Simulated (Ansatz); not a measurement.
Runs of Ansatz 0.2.0 on Bi. The structure is cubic, space group Im-3m (No. 229). Conventional cell: a = 3.963 Å, b = 3.963 Å, c = 3.963 Å, α = 90.00°, β = 90.00°, γ = 90.00°. Bi (site symmetry m-3m) has 8 Bi at 3.43 Å as nearest neighbours. This isn't the form of Bi at room conditions, which is rhombohedral.

| task | level | cell | k mesh | cutoff (eV) | smearing | gap on the mesh (eV) | pressure (GPa) | relaxed volume (Å³/atom) |
| --- | --- | --- | --- | --- | --- | --- | --- | --- |
| relaxation of cell and atoms | PBEsol+D4 | relaxed | 9 × 9 × 9 | - | fermi-dirac 0.05 eV | - | 0.0 | 29.18 |
| relaxation of cell and atoms | revPBE | relaxed | 9 × 9 × 9 | - | fermi-dirac 0.05 eV | - | 0.0 | (a) |
| relaxation of cell and atoms | PBEsol | relaxed to 5 GPa | 9 × 9 × 9 | - | fermi-dirac 0.05 eV | - | 5.0 | - |
| elastic constants | PBEsol | as given | 7 × 7 × 7 | 173 | fermi-dirac 0.05 eV | none | -1.0 | - |
| single point | PBE | as given | 9 × 9 × 9 | 159 | gaussian 0.013 eV | none | 0.9 | - |

Alike in all rows: potentials or basis all-electron LAPW, scalar-relativistic; no spin polarisation; basis error allowed 0.001 eV/atom.

Problem. Estimate the missing entries.

Solution. (a) 32.25.

Caveats: spin-orbit coupling is left out, which moves the levels of the heavy elements; the k mesh is thin for a metal, which can move the energy by tens of meV per atom (some runs); a metal's response needs a denser mesh (some runs); the elastic tensor has a negative eigenvalue, so either the cell is unstable as it stands or the mesh is too thin (some runs).

A k mesh can miss the band edges, and the runs leave out spin-orbit coupling on Bi.

A gap of «none» marks a metal or a gap under the smearing width.
